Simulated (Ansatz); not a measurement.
Method: DFT PBE, scalar-relativistic, plane waves, PAW (Ansatz). All cells share a 420 eV cutoff and Γ-centred k meshes spaced at most about 0.3 Å⁻¹ (about 0.25 or finer for metals, 2π included). No spin polarisation in the final relaxations.

Temperature and zero-point effects are left out. All come from trial cells, and lower structures may exist.

Question: Order these relaxed structures of InGa3P4 by energy, lowest first, with the energy over the lowest of them.
A.

```xyz
8
Lattice="-2.6377 2.6377 5.2527 2.6377 -2.6377 5.2527 2.6377 2.6377 -5.2527" Properties=species:S:1:pos:R:3 pbc="T T T"
In    0.0000    0.0000    0.0000
Ga    0.0000    2.6377    2.6264
Ga    2.6377    0.0000    2.6264
Ga    0.0000    0.0000    5.2527
P     0.0000    2.6377    0.0000
P     2.6377    0.0000    0.0000
P     0.0000    0.0000    2.7510
P     0.0000    0.0000    7.7544
```

B.

```xyz
8
Lattice="-2.8102 2.8102 5.6101 2.8102 -2.8102 5.6101 2.8102 2.8102 -5.6101" Properties=species:S:1:pos:R:3 pbc="T T T"
In    0.0000    0.0000    5.6101
Ga    0.0000    2.8102    2.8051
Ga    0.0000    0.0000    0.0000
Ga    2.8102    0.0000    2.8051
P     1.4788   -1.4788    4.1498
P     1.3314    1.3314    1.4603
P    -1.4788    1.4788    4.1498
P     1.4788    1.4788    7.0705
```

Answer: B (0 meV/atom), A (382 meV/atom). Forms: B In and Ga ordered on zinc blende sites, I-42m; A In and Ga ordered on rock salt sites, I4/mmm. Counting P atoms around Ga and In (those within 1.25 times the shortest such distance or 1.15 times the sum of covalent radii, 1.27 where that leaves under three): B has In 4, Ga 4; A has In 6, Ga 6.

Cells relaxed within their symmetry can be saddle points. Some structure types and database cells were kept out of the candidates from the start, so a known form may be missing.
